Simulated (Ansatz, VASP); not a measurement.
**Yb: VASP beside Ansatz**

```
Yb
1.0
     0.00000    2.89499    2.12579
     2.89499    0.00000    2.12579
     2.89499    2.89499    0.00000
Yb
1
Direct
  0.00000 0.00000 0.00000
```

Alike in both runs: task single point; functional PBE; k mesh 16 × 16 × 16; occupations gaussian, width 0.15 eV; no spin polarisation.

|  | VASP | Ansatz |
| --- | --- | --- |
| version | VASP 6.6.1 | Ansatz 0.2.0 |
| potentials or method | VASP PAW PBE potentials, release 64 (Yb) | scalar-relativistic, plane waves, PAW |
| plane-wave cutoff (eV) | 520 | 420 |
| valence electrons in the cell | 24 | 24 |

|  | VASP | Ansatz | Ansatz less VASP |
| --- | --- | --- | --- |
| gap on the k mesh at the Fermi level (eV) | none | none | - |
| pressure (GPa) | -0.8 | -0.6 | +0.20 |
| largest component of the traceless stress (GPa) | 0.19 | 0.19 | +0.001 |

A gap of «none» marks a metal or a gap that the smearing closes.

The runs have no spin-orbit coupling, so splittings on Yb are missing. Spin polarisation is off, so any magnetic state and its effect on volume and gap are missing.
